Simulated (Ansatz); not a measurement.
# Squeezing and shearing rutile SnO2, size series (216 atoms): runs compared

How stiff is rutile SnO2, size series (216 atoms)?

Computed with Ansatz 0.2.0: Kohn-Sham DFT, revPBE, PAW (set soft_2), plane waves.

### 1. The cell as built

The cell holds 216 atoms: 72 Sn and 144 O. Cell: a = 14.211 Å, b = 14.211 Å, c = 12.744 Å, α = 90.0°, β = 90.0°, γ = 90.0°. It derives from SnO2 (rutile), repeated 3×3×4. Rutile SnO2 (cell 4.737, 4.737, 3.186, 90, 90, 90), 3 x 3 x 4 conventional cells; ideal positions.

Limits known from the start: Sampling is at Γ alone.

### 2. The reference run

The reference is a single point at the end of the relaxation.

Every strained cell starts from the geometry of this run, and its atoms are relaxed with the cell held.

Its input, with most atom lines left out:

```yaml
crystal:
  lattice:
    - [14.58149, 0.0, 0.0]
    - [0.0, 14.58149, 0.0]
    - [0.0, 0.0, 12.9915]
  atoms:
    - { symbol: Sn, position: [1.0, 0.0, 1.0] }
    - { symbol: Sn, position: [0.16667, 0.16667, 0.125] }
    - { symbol: O, position: [0.10228, 0.10228, 0.0] }
    - { symbol: O, position: [0.23106, 0.23106, 1.0] }
    - { symbol: O, position: [0.06439, 0.26894, 0.125] }
    - { symbol: O, position: [0.26894, 0.06439, 0.125] }
    - { symbol: Sn, position: [1.0, 0.0, 0.25] }
    [... atom lines 8 to 216 left out ...]
kpoints:
  mp_grid: { grid: [1, 1, 1] }
hamiltonian:
  xc: revpbe
scf:
  occupations: { method: gaussian, width: 0.05 }
output:
  forces: true
  stress: true
  populations: true
  dos:
    method: { smearing: { sigma: 0.15 } }
    de: 0.1
    projected: { site_lists: { O: [O], Sn: [Sn] } }
  eigenvalues: true
  write_density: true
  write_potential: true
  volumetric_format: npy
  elf: true
```

- free energy per atom: -2389.1833 eV/atom
- r.m.s. force component: 0.00025 eV/Å
- pressure: -0.0006304 GPa

Filled and empty levels are parted by 0.586 eV at Γ alone; the mesh holds the band edges only if they fold onto it, so the gap at this level can be narrower or closed, while semilocal functionals tend to narrow gaps against experiment.

### 3. The runs

Each row is one run, on 8 threads of Arm Neoverse V2, shared host. The free energy is the program's total, comparable only between runs with the same functional, potentials and atoms.

```
                                 run  atoms    outcome  ionic steps, all passes  free energy (eV)     time  host memory (GiB)
           Single point at the start    216  converged                        -       -516055.813     44 s                6.1
              Cell and atoms relaxed    216  converged                        9       -516063.589  7.7 min                6.5
Single point at the relaxed geometry    216  converged                        -       -516063.589     97 s                6.7
                         Volume -3 %    216  converged                        2       -516062.175  2.1 min                6.5
                         Volume +3 %    216  converged                        2       -516062.319  2.2 min                6.8
                         Volume -6 %    216  converged                        2       -516057.699    2 min                6.3
                         Volume +6 %    216  converged                        2       -516059.001  2.3 min                7.0
                        Volume -10 %    216  converged                        3       -516045.862  2.7 min                6.1
            Stretched by 1 % along x    216  converged                        2       -516063.396    2 min                6.7
```

In some runs the program notes that positions were snapped to a detected symmetry and the SCF threshold is loose for the stress.

### 4. Pressure against volume

Atoms are relaxed at each volume, in the scaled cell.

```
volume change (%)  volume (Å³/atom)  energy change (meV/atom)  pressure (GPa)  largest move on relaxing (Å)  bonds
              -10            11.509                     82.07           22.85                          0.02    432
               -6            12.021                     27.27           12.13                          0.01    432
               -3            12.405                      6.55            5.51                          0.00    432
               +0            12.788                      0.00            0.00                             -    432
               +3            13.172                      5.88           -4.62                          0.00    432
               +6            13.555                     21.24           -8.19                          0.01    432
```

### 5. Uniaxial strain and shear

Stress (GPa, compression positive) less that of the relaxed cell, atoms relaxed:

```
                  strain      xx      yy      zz     xy  energy change (meV/atom)
stretched by 1 % along x  -2.026  -1.209  -1.238  0.000                      0.89
```

### 6. Findings

The bulk modulus, from the slope of pressure against ln V over the three points nearest the relaxed volume, is 169 GPa; a quadratic over all points gives a pressure derivative of about 5.6.

Caveats: Strains are finite and relaxations stop at the force tolerance of the input, which can leave moduli too stiff; they are those of a static cell at zero temperature. Volumes are changed with the cell's shape held, so in an anisotropic solid the modulus lies over the one under free hydrostatic load. The program notes that the SCF threshold of the relaxations is loose for the stress.

The DFT runs together took 23 min of wall time.

[Logs are printed without paths, hosts, clocks, repeated set-up lines and the standing remarks that a program may print on its own settings, such as how far it seeks lower states.]

[Hosts, paths, dates, database ids (printed as entryN), source tags and the programs' standing remarks are cut or masked in the printed files.]
